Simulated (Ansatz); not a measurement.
# BAs: the cost of one run

Method: DFT r2SCAN, scalar-relativistic, plane waves, PAW, in Ansatz 0.2.0.

## 1. The system as given

The structure is cubic, space group F-43m (No. 216). The conventional cell has a = 4.777 Å, b = 4.777 Å, c = 4.777 Å, α = 90.00°, β = 90.00°, γ = 90.00°. Around B (site symmetry -43m) lie 4 As at 2.07 Å. As (site symmetry -43m) is surrounded by 4 B at 2.07 Å.

Coordinates:

```xyz
2
Lattice="0.0000 2.3885 2.3885 2.3885 0.0000 2.3885 2.3885 2.3885 0.0000" Properties=species:S:1:pos:R:3 pbc="T T T"
B     0.0000    0.0000    0.0000
As    3.5827    3.5827    3.5827
```

The structure comes from the Crystallography Open Database.

## 2. Quick check of gap, pressure and forces

Input file input.yaml:

```yaml
crystal:
  lattice:
    - [0.0, 2.3885, 2.3885]
    - [2.3885, 0.0, 2.3885]
    - [2.3885, 2.3885, 0.0]
  atoms:
    - { symbol: B, position: [0.0, 0.0, 0.0] }
    - { symbol: As, position: [0.75, 0.75, 0.75] }
basis:
  ecutwfc: 500
kpoints:
  mp_grid: { grid: [6, 6, 6] }
hamiltonian:
  xc: r2scan
scf:
  occupations: { method: gaussian, width: 0.1 }
output:
  forces: true
  stress: true
  eigenvalues: true
```

Q: Estimate wall time and peak memory on 1 thread of an x86-64 CPU, shared host.

About 1.5 s, with a peak of 0.36 GiB.
